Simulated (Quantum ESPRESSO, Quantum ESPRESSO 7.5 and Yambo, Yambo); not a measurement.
**SiC (Moissanite): G0W0 with Yambo, start to end**

How does a plane-wave GW calculation on SiC (Moissanite) run from the first input to the gap?

Main program and level: Quantum ESPRESSO 7.5 and Yambo 5.3.0; PBE and many-body steps on it, plane waves.

**The experiments to reproduce.**

- Gap 3.33 eV: band gap at cryogenic temperature; bulk crystal (literature value) (quoted in “Silicon carbide diodes for neutron detection”, 2020, arxiv:2009.14696).

## (1) Set-up

It takes space group P6_3mc (No. 186, hexagonal). The conventional cell has a = 3.076 Å, b = 3.076 Å, c = 5.048 Å, α = 90.00°, β = 90.00°, γ = 120.00°. Si has 4 C at 1.88 to 1.90 Å nearest. Nearest to C lie 4 Si at 1.88 to 1.90 Å. Farther neighbours are not listed.

Structure file:

```cif
data_structure
_symmetry_space_group_name_H-M 'P6_3mc'
_symmetry_Int_Tables_number 186
_cell_length_a 3.0760
_cell_length_b 3.0760
_cell_length_c 5.0480
_cell_angle_alpha 90.000
_cell_angle_beta 90.000
_cell_angle_gamma 120.000
_cell_volume 41.36
loop_
_atom_site_label
_atom_site_type_symbol
_atom_site_symmetry_multiplicity
_atom_site_Wyckoff_symbol
_atom_site_fract_x
_atom_site_fract_y
_atom_site_fract_z
_atom_site_occupancy
Si1 Si 2 b 0.33333 0.66667 0.00456 1
C1 C 2 b 0.33333 0.66667 0.38044 1
```

Geometry: measured (diffraction); atoms relaxed with PBE. The runs that relaxed it are not among those shown.

## (2) Ground state

This step: Quantum ESPRESSO 7.5; DFT, PBE, plane waves, norm-conserving pseudopotentials.

The ground-state density comes first.

Input file pw.in:

```
&control
  calculation = 'scf'
  prefix = 'x'
  outdir = 'o'
  pseudo_dir = 'pseudo'
/
&system
  ibrav = 0
  nat = 4
  ntyp = 2
  ecutwfc = 74.0
  nbnd = 14
  force_symmorphic = .true.
/
&electrons
  conv_thr = 1e-10
  electron_maxstep = 80
  mixing_beta = 0.5
/
ATOMIC_SPECIES
  Si 28.085 Si.upf
  C 12.011 C.upf
CELL_PARAMETERS angstrom
  3.0760000000 0.0000000000 0.0000000000
  -1.5380000000 2.6638941420 0.0000000000
  0.0000000000 0.0000000000 5.0480000000
ATOMIC_POSITIONS crystal
  Si 0.3333333333 0.6666666667 0.0045619064
  Si 0.6666666667 0.3333333333 0.5045619064
  C 0.3333333333 0.6666666667 0.3804380937
  C 0.6666666667 0.3333333333 0.8804380937
K_POINTS automatic
  6 6 4 0 0 0
```

On the command line:

```bash
OMP_NUM_THREADS=1 mpirun -n 4 pw.x -nk 4 -in pw.in > pw.out
```

Log:

```text
Program PWSCF v.7.5 starts

     This program is part of the open-source Quantum ESPRESSO suite
     for quantum simulation of materials; please cite
         "P. Giannozzi et al., J. Phys.:Condens. Matter 21 395502 (2009);
         "P. Giannozzi et al., J. Phys.:Condens. Matter 29 465901 (2017);
         "P. Giannozzi et al., J. Chem. Phys. 152 154105 (2020);
     in publications or presentations arising from this work. More details at
     Message from routine setup:
     using ibrav=0 with symmetry is DISCOURAGED, use correct ibrav instead

     G-vector sticks info

     bravais-lattice index     =            0
     lattice parameter (alat)  =       5.8128  a.u.
     unit-cell volume          =     279.1382 (a.u.)^3
     number of atoms/cell      =            4
     number of atomic types    =            2
     number of electrons       =        16.00
     number of Kohn-Sham states=           14
     kinetic-energy cutoff     =      74.0000  Ry
     charge density cutoff     =     296.0000  Ry
     scf convergence threshold =      1.0E-10
     mixing beta               =       0.5000
     number of iterations used =            8  plain     mixing
     Exchange-correlation= PBE
                           (   1   4   3   4   0   0   0)

     celldm(1)=   5.812798  celldm(2)=   0.000000  celldm(3)=   0.000000
     celldm(4)=   0.000000  celldm(5)=   0.000000  celldm(6)=   0.000000

     crystal axes: (cart. coord. in units of alat)
               a(1) = (   1.000000   0.000000   0.000000 )
               a(2) = (  -0.500000   0.866025   0.000000 )
               a(3) = (   0.000000   0.000000   1.641092 )

     reciprocal axes: (cart. coord. in units 2 pi/alat)
               b(1) = (  1.000000  0.577350 -0.000000 )
               b(2) = (  0.000000  1.154701  0.000000 )
               b(3) = (  0.000000 -0.000000  0.609350 )
     Pseudo is Norm-conserving + core correction, Zval =  4.0
     Generated using ONCVPSP code by D. R. Hamann
     Using radial grid of 1510 points,  6 beta functions with:
     Pseudo is Norm-conserving + core correction, Zval =  4.0
     Generated using ONCVPSP code by D. R. Hamann
     Using radial grid of 1248 points,  4 beta functions with:
     Si                4.00    28.08500     Si( 1.00)
     C                 4.00    12.01100     C ( 1.00)

      6 Sym. Ops. (no inversion) found

   Cartesian axes

     site n.     atom                  positions (alat units)
         1        Si     tau(   1) = (  -0.0000000   0.5773503   0.0074865  )
         2        Si     tau(   2) = (   0.5000000   0.2886751   0.8280327  )
         3        C      tau(   3) = (  -0.0000000   0.5773503   0.6243340  )
         4        C      tau(   4) = (   0.5000000   0.2886751   1.4448802  )

     number of k points=    24
                       cart. coord. in units 2pi/alat
        k(    1) = (   0.0000000   0.0000000   0.0000000), wk =   0.0138889
        k(    2) = (   0.0000000   0.0000000   0.1523376), wk =   0.0277778
        k(    3) = (   0.0000000   0.0000000  -0.3046751), wk =   0.0138889
        k(    4) = (   0.0000000   0.1924501   0.0000000), wk =   0.0833333
        k(    5) = (   0.0000000   0.1924501   0.1523376), wk =   0.0833333
        k(    6) = (   0.0000000   0.1924501  -0.3046751), wk =   0.0833333
        k(    7) = (   0.0000000   0.3849002   0.0000000), wk =   0.0833333
        k(    8) = (   0.0000000   0.3849002   0.1523376), wk =   0.0833333
        k(    9) = (   0.0000000   0.3849002  -0.3046751), wk =   0.0833333
        k(   10) = (   0.0000000  -0.5773503   0.0000000), wk =   0.0416667
     [... 12 further rows ...]
        k(   23) = (   0.0000000  -0.3849002   0.1523376), wk =   0.0833333
        k(   24) = (  -0.1666667  -0.4811252   0.1523376), wk =   0.1666667

     Dense  grid:    23969 G-vectors     FFT dimensions: (  32,  32,  54)

     Initial potential from superposition of free atoms

     starting charge      15.9987, renormalised to      16.0000
     Starting wfcs are   16 randomized atomic wfcs

     per-process dynamical memory:    22.9 Mb

     Self-consistent Calculation

     iteration #  1     ecut=    74.00 Ry     beta= 0.50

     total energy              =     -40.86360826 Ry
     estimated scf accuracy    <       0.87727125 Ry

     iteration #  2     ecut=    74.00 Ry     beta= 0.50

     total energy              =     -41.07401851 Ry
     estimated scf accuracy    <       0.04115043 Ry

     iteration #  3     ecut=    74.00 Ry     beta= 0.50

     total energy              =     -41.07707756 Ry
     estimated scf accuracy    <       0.00698828 Ry

     iteration #  4     ecut=    74.00 Ry     beta= 0.50

     total energy              =     -41.07749284 Ry
     estimated scf accuracy    <       0.00178059 Ry

     iteration #  5     ecut=    74.00 Ry     beta= 0.50

     total energy              =     -41.07794418 Ry
     estimated scf accuracy    <       0.00009862 Ry

     iteration #  6     ecut=    74.00 Ry     beta= 0.50

     total energy              =     -41.07796709 Ry
     estimated scf accuracy    <       0.00000089 Ry

     iteration #  7     ecut=    74.00 Ry     beta= 0.50

     total energy              =     -41.07796755 Ry
     estimated scf accuracy    <       0.00000014 Ry

     iteration #  8     ecut=    74.00 Ry     beta= 0.50

     total energy              =     -41.07796754 Ry
     estimated scf accuracy    <       0.00000004 Ry

     iteration #  9     ecut=    74.00 Ry     beta= 0.50

     total energy              =     -41.07796755 Ry
     estimated scf accuracy    <          1.4E-09 Ry

     iteration # 10     ecut=    74.00 Ry     beta= 0.50

     End of self-consistent calculation

          k = 0.0000 0.0000 0.0000 (  2997 PWs)   bands (ev):

    -5.9244  -2.3578   0.9458   8.3321   8.3321   9.5423   9.6509   9.6509
    14.4502  15.8529  16.3195  16.3195  17.3962  18.6057

          k = 0.0000 0.0000 0.1523 (  2966 PWs)   bands (ev):

    -5.6201  -3.3754   2.4566   8.0387   8.5003   8.5003   9.4290   9.4290
    14.7323  16.4414  16.4414  16.6705  16.9701  17.9799

          k = 0.0000 0.0000-0.3047 (  2978 PWs)   bands (ev):

    -4.7298  -4.7298   5.2082   5.2082   8.9378   8.9378   8.9378   8.9378
    15.5429  15.5429  17.0041  17.0041  17.0041  17.0041

          k = 0.0000 0.1925 0.0000 (  2982 PWs)   bands (ev):

     [... further k-points ...]

     highest occupied, lowest unoccupied level (ev):     9.6509   11.9339

!    total energy              =     -41.07796755 Ry
     estimated scf accuracy    <          7.5E-11 Ry

     The total energy is the sum of the following terms:
     one-electron contribution =      11.11641061 Ry
     hartree contribution      =       4.73779366 Ry
     xc contribution           =     -15.12370836 Ry
     ewald contribution        =     -41.80846347 Ry

     convergence has been achieved in  10 iterations

     XML data file, charge density, pseudopotentials, collected wavefunctions

=------------------------------------------------------------------------------=
   JOB DONE.
=------------------------------------------------------------------------------=
```

The job ended after 4.3 s (4 MPI ranks of Arm Neoverse V1, shared host; peak memory 0.23 GiB; 17 s of CPU time).

This step gave:

* total energy: -558.8942 eV
* gap: 2.283 eV
* k of the valence top: 0, 0, 0
* k of the conduction bottom: 0.3333, 0.3333, 0
* least direct gap: 3.979 eV

The gap is indirect, with the least direct gap 1.70 eV higher.

## (3) Bands along the symmetry lines

The cheap functional maps the bands first; the places of the edges decide which points the dearer methods must see.

Input file pw.in:

```
&control
  calculation = 'bands'
  prefix = 'x'
  outdir = 'o'
  pseudo_dir = 'pseudo'
/
&system
  ibrav = 0
  nat = 4
  ntyp = 2
  ecutwfc = 74.0
  nbnd = 14
  force_symmorphic = .true.
/
&electrons
  conv_thr = 1e-9
  electron_maxstep = 80
  diago_full_acc = .true.
  diago_thr_init = 5e-6
/
ATOMIC_SPECIES
  Si 28.085 Si.upf
  C 12.011 C.upf
CELL_PARAMETERS angstrom
  3.0760000000 0.0000000000 0.0000000000
  -1.5380000000 2.6638941420 0.0000000000
  0.0000000000 0.0000000000 5.0480000000
ATOMIC_POSITIONS crystal
  Si 0.3333333333 0.6666666667 0.0045619064
  Si 0.6666666667 0.3333333333 0.5045619064
  C 0.3333333333 0.6666666667 0.3804380937
  C 0.6666666667 0.3333333333 0.8804380937
K_POINTS crystal
  75
  0.00000000 0.00000000 0.00000000 1
  0.06250000 0.00000000 0.00000000 1
  0.12500000 0.00000000 0.00000000 1
  0.18750000 0.00000000 0.00000000 1
  0.25000000 0.00000000 0.00000000 1
  0.31250000 0.00000000 0.00000000 1
  0.37500000 0.00000000 0.00000000 1
  0.43750000 0.00000000 0.00000000 1
  0.50000000 0.00000000 0.00000000 1
  0.47916667 0.04166667 0.00000000 1
  0.45833333 0.08333333 0.00000000 1
  0.43750000 0.12500000 0.00000000 1
  0.41666666 0.16666666 0.00000000 1
  0.39583333 0.20833333 0.00000000 1
  0.37500000 0.25000000 0.00000000 1
  0.35416666 0.29166666 0.00000000 1
  0.33333333 0.33333333 0.00000000 1
  0.29166666 0.29166666 0.00000000 1
  0.25000000 0.25000000 0.00000000 1
  0.20833333 0.20833333 0.00000000 1
  0.16666666 0.16666666 0.00000000 1
  0.12500000 0.12500000 0.00000000 1
  0.08333333 0.08333333 0.00000000 1
  0.04166667 0.04166667 0.00000000 1
  0.00000000 0.00000000 0.00000000 1
  0.00000000 0.00000000 0.06250000 1
  0.00000000 0.00000000 0.12500000 1
  0.00000000 0.00000000 0.18750000 1
  0.00000000 0.00000000 0.25000000 1
  0.00000000 0.00000000 0.31250000 1
  0.00000000 0.00000000 0.37500000 1
  0.00000000 0.00000000 0.43750000 1
  0.00000000 0.00000000 0.50000000 1
  0.06250000 0.00000000 0.50000000 1
  0.12500000 0.00000000 0.50000000 1
  0.18750000 0.00000000 0.50000000 1
  0.25000000 0.00000000 0.50000000 1
  0.31250000 0.00000000 0.50000000 1
  0.37500000 0.00000000 0.50000000 1
  0.43750000 0.00000000 0.50000000 1
  0.50000000 0.00000000 0.50000000 1
  0.47916667 0.04166667 0.50000000 1
  0.45833333 0.08333333 0.50000000 1
  0.43750000 0.12500000 0.50000000 1
  0.41666666 0.16666666 0.50000000 1
  0.39583333 0.20833333 0.50000000 1
  0.37500000 0.25000000 0.50000000 1
  0.35416666 0.29166666 0.50000000 1
  0.33333333 0.33333333 0.50000000 1
  0.29166666 0.29166666 0.50000000 1
  0.25000000 0.25000000 0.50000000 1
  0.20833333 0.20833333 0.50000000 1
  0.16666666 0.16666666 0.50000000 1
  0.12500000 0.12500000 0.50000000 1
  0.08333333 0.08333333 0.50000000 1
  0.04166667 0.04166667 0.50000000 1
  0.00000000 0.00000000 0.50000000 1
  0.50000000 0.00000000 0.50000000 1
  0.50000000 0.00000000 0.43750000 1
  0.50000000 0.00000000 0.37500000 1
  0.50000000 0.00000000 0.31250000 1
  0.50000000 0.00000000 0.25000000 1
  0.50000000 0.00000000 0.18750000 1
  0.50000000 0.00000000 0.12500000 1
  0.50000000 0.00000000 0.06250000 1
  0.50000000 -0.00000000 0.00000000 1
  0.33333333 0.33333333 0.50000000 1
  0.33333333 0.33333333 0.43750000 1
  0.33333333 0.33333333 0.37500000 1
  0.33333333 0.33333333 0.31250000 1
  0.33333333 0.33333333 0.25000000 1
  0.33333333 0.33333333 0.18750000 1
  0.33333333 0.33333333 0.12500000 1
  0.33333333 0.33333333 0.06250000 1
  0.33333333 0.33333333 0.00000000 1
```

Log:

```text
[banner, memory and clock lines left out]
Program PWSCF v.7.5 starts

     Atomic positions and unit cell read from directory:
     o/x.save/

     Message from routine setup:
     using ibrav=0 with symmetry is DISCOURAGED, use correct ibrav instead

     G-vector sticks info

     bravais-lattice index     =            0
     lattice parameter (alat)  =       5.8128  a.u.
     unit-cell volume          =     279.1382 (a.u.)^3
     number of atoms/cell      =            4
     number of atomic types    =            2
     number of electrons       =        16.00
     number of Kohn-Sham states=           14
     kinetic-energy cutoff     =      74.0000  Ry
     charge density cutoff     =     296.0000  Ry
     Exchange-correlation= PBE
                           (   1   4   3   4   0   0   0)

     celldm(1)=   5.812798  celldm(2)=   0.000000  celldm(3)=   0.000000
     celldm(4)=   0.000000  celldm(5)=   0.000000  celldm(6)=   0.000000

     crystal axes: (cart. coord. in units of alat)
               a(1) = (   1.000000   0.000000   0.000000 )
               a(2) = (  -0.500000   0.866025   0.000000 )
               a(3) = (   0.000000   0.000000   1.641092 )

     reciprocal axes: (cart. coord. in units 2 pi/alat)
               b(1) = (  1.000000  0.577350 -0.000000 )
               b(2) = (  0.000000  1.154701  0.000000 )
               b(3) = (  0.000000 -0.000000  0.609350 )
     Pseudo is Norm-conserving + core correction, Zval =  4.0
     Generated using ONCVPSP code by D. R. Hamann
     Using radial grid of 1510 points,  6 beta functions with:
     Pseudo is Norm-conserving + core correction, Zval =  4.0
     Generated using ONCVPSP code by D. R. Hamann
     Using radial grid of 1248 points,  4 beta functions with:
     Si                4.00    28.08500     Si( 1.00)
     C                 4.00    12.01100     C ( 1.00)

      6 Sym. Ops. (no inversion) found

   Cartesian axes

     site n.     atom                  positions (alat units)
         1        Si     tau(   1) = (  -0.0000000   0.5773503   0.0074865  )
         2        Si     tau(   2) = (   0.5000000   0.2886751   0.8280327  )
         3        C      tau(   3) = (  -0.0000000   0.5773503   0.6243340  )
         4        C      tau(   4) = (   0.5000000   0.2886751   1.4448802  )

     number of k points=    75
                       cart. coord. in units 2pi/alat
        k(    1) = (   0.0000000   0.0000000   0.0000000), wk =   0.0266667
        k(    2) = (   0.0625000   0.0360844   0.0000000), wk =   0.0266667
        k(    3) = (   0.1250000   0.0721688   0.0000000), wk =   0.0266667
[...]
[... 63 further rows ...]
        k(   74) = (   0.3333333   0.5773503   0.0380844), wk =   0.0266667
        k(   75) = (   0.3333333   0.5773503   0.0000000), wk =   0.0266667

     Dense  grid:    23969 G-vectors     FFT dimensions: (  32,  32,  54)

     The potential is recalculated from file :
     o/x.save/charge-density

     Starting wfcs are   16 randomized atomic wfcs

     Band Structure Calculation

     End of band structure calculation

          k = 0.0000 0.0000 0.0000 (  2997 PWs)   bands (ev):

    -5.9244  -2.3578   0.9457   8.3320   8.3320   9.5423   9.6509   9.6509
    14.4502  15.8529  16.3195  16.3195  17.3962  18.6057

          k = 0.0625 0.0361 0.0000 (  2985 PWs)   bands (ev):

    -5.8566  -2.2997   1.0085   7.9285   8.2088   9.3781   9.5050   9.6147
    14.7243  15.8577  16.2898  16.4636  17.5277  18.4248

          k = 0.1250 0.0722 0.0000 (  2974 PWs)   bands (ev):

    -5.6541  -2.1283   1.1940   6.9517   7.8989   8.6859   9.3508   9.4925
    14.8602  16.0493  16.5275  16.8333  17.3498  18.4483

[...]
k = 0.3333 0.5774 0.0381 (  2997 PWs)   bands (ev):

    -1.4184  -1.4184   2.9267   3.2943   3.2943   5.7215   5.7215   5.7663
    12.0205  17.8105  18.1812  18.1812  19.4608  19.4608

          k = 0.3333 0.5774 0.0000 (  3012 PWs)   bands (ev):

    -1.4279  -1.4279   2.9087   3.3855   3.3855   5.6063   5.6063   5.8180
    11.9339  17.8253  18.5082  18.5082  19.3004  19.3004

     XML data file, pseudopotentials, collected wavefunctions
```

The job ended after 4.5 s (4 MPI ranks; peak memory 0.21 GiB).

Numbers from this step:

```
gap                        : 2.283 eV
k of the valence top       : 0, 0, 0
k of the conduction bottom : 0.3333, 0.3333, 0
least direct gap           : 3.979 eV
```

The gap is 2.283 eV, as in the run before at this level.

The electronic bands at the labelled points (eV, zero at the top of the highest filled band; v1 is the highest filled band, c1 the lowest empty one):

| point | v4 | v3 | v2 | v1 | c1 | c2 | c3 | c4 |
| --- | --- | --- | --- | --- | --- | --- | --- | --- |
| Γ | -1.32 | -0.11 | 0.00 | 0.00 | 4.80 | 6.20 | 6.67 | 6.67 |
| halfway | -2.96 | -2.53 | -1.02 | -0.61 | 4.06 | 5.85 | 7.24 | 7.65 |
| M | -5.44 | -3.33 | -3.29 | -1.20 | 2.78 | 4.23 | 6.89 | 7.14 |
| halfway | -5.39 | -4.67 | -3.36 | -2.54 | 3.21 | 5.16 | 7.68 | 8.48 |
| K | -6.27 | -4.04 | -4.04 | -3.83 | 2.28 | 8.17 | 8.86 | 8.86 |
| halfway | -4.15 | -2.82 | -1.45 | -1.25 | 5.07 | 5.82 | 6.99 | 7.21 |
| Γ | -1.32 | -0.11 | 0.00 | 0.00 | 4.80 | 6.20 | 6.67 | 6.67 |
| halfway | -1.15 | -1.15 | -0.22 | -0.22 | 5.08 | 6.79 | 6.79 | 7.02 |
| A | -0.71 | -0.71 | -0.71 | -0.71 | 5.89 | 5.89 | 7.35 | 7.35 |
| halfway | -2.95 | -2.95 | -1.72 | -1.72 | 4.50 | 4.50 | 7.36 | 7.36 |
| L | -2.45 | -2.45 | -2.33 | -2.33 | 3.29 | 3.29 | 5.26 | 5.26 |
| halfway | -4.25 | -4.25 | -1.92 | -1.92 | 4.28 | 4.28 | 6.36 | 6.36 |
| H | -5.64 | -5.64 | -1.74 | -1.74 | 5.07 | 5.07 | 6.03 | 6.03 |
| halfway | -3.01 | -3.01 | -2.49 | -2.49 | 5.17 | 5.17 | 7.54 | 7.54 |
| A | -0.71 | -0.71 | -0.71 | -0.71 | 5.89 | 5.89 | 7.35 | 7.35 |
| jump to L | -2.45 | -2.45 | -2.33 | -2.33 | 3.29 | 3.29 | 5.26 | 5.26 |
| halfway | -4.15 | -3.09 | -2.33 | -1.63 | 3.11 | 3.27 | 6.63 | 7.04 |
| M | -5.44 | -3.33 | -3.29 | -1.20 | 2.78 | 4.23 | 6.89 | 7.14 |
| jump to H | -5.64 | -5.64 | -1.74 | -1.74 | 5.07 | 5.07 | 6.03 | 6.03 |
| halfway | -6.46 | -4.51 | -2.82 | -2.82 | 3.51 | 6.58 | 6.58 | 7.84 |
| K | -6.27 | -4.04 | -4.04 | -3.83 | 2.28 | 8.17 | 8.86 | 8.86 |

(Continued in part 2 of 3.)

[Paths, hosts, dates, memory and timing lines, banners, echoed tables and standing remarks are left out of the program output.]

[Logs are printed without paths, hosts, clocks, repeated set-up lines and the standing remarks that a program may print on its own settings, such as how far it seeks lower states.]

[Runs of the session that timed out or met a known fault of the program may be left out.]

[Hosts, paths, dates, database ids (printed as entryN), source tags and the programs' standing remarks are cut or masked in the printed files.]
